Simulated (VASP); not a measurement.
A run of VASP 6.6.1 is set up as follows.

File POSCAR:

```
TiC
1.0
    0.0000000000      2.1667845985      2.1667845985
    2.1667845985      0.0000000000      2.1667845985
    2.1667845985      2.1667845985      0.0000000000
  Ti              C
     1     1
Direct
     0.0000000000000000    0.0000000000000000    0.0000000000000000
     0.5000000000000000    0.5000000000000000    0.5000000000000000
```

File INCAR.step1:

```
SYSTEM = TiC
PREC = Accurate
ENCUT = 600
EDIFF = 1E-8
ISMEAR = 1
SIGMA = 0.2
LREAL = .False.
LASPH = .True.
NELM = 80
ALGO = Normal
ISIF = 3
LWAVE = .False.
LCHARG = .False.
GGA = PE
KPAR = 2
IBRION = 2
NSW = 40
EDIFFG = -0.002
```

File INCAR.step2:

```
SYSTEM = TiC
PREC = Accurate
ENCUT = 600
EDIFF = 1E-8
ISMEAR = 1
SIGMA = 0.2
LREAL = .False.
LASPH = .True.
NELM = 80
ALGO = Normal
ISIF = 3
LWAVE = .False.
LCHARG = .False.
GGA = PE
KPAR = 2
IBRION = 6
NFREE = 2
POTIM = 0.015
NSW = 1
```

KPOINTS

```
Automatic mesh
0
Gamma
  28 28 28
  0 0 0
```

Potentials or basis: VASP PAW PBE potentials, release 64 (Ti_sv, C).

The run is started by

```console
$ cat potpaw_PBE.64/Ti_sv/POTCAR potpaw_PBE.64/C/POTCAR > POTCAR
$ cp INCAR.step1 INCAR
$ mpirun -np 2 vasp_std > vasp.out
$ cp CONTCAR POSCAR
$ cp INCAR.step2 INCAR
$ mpirun -np 2 vasp_std > vasp.out
```

(1) What does it give for the elastic constants C11, C12, C44?

(2) Predict the Voigt bulk modulus.

(3) Predict the highest phonon frequency at Γ, LO-TO splitting left out.

Answers

(1) 510, 119, 168 GPa.

(2) 249 GPa.

(3) 514 cm⁻¹.
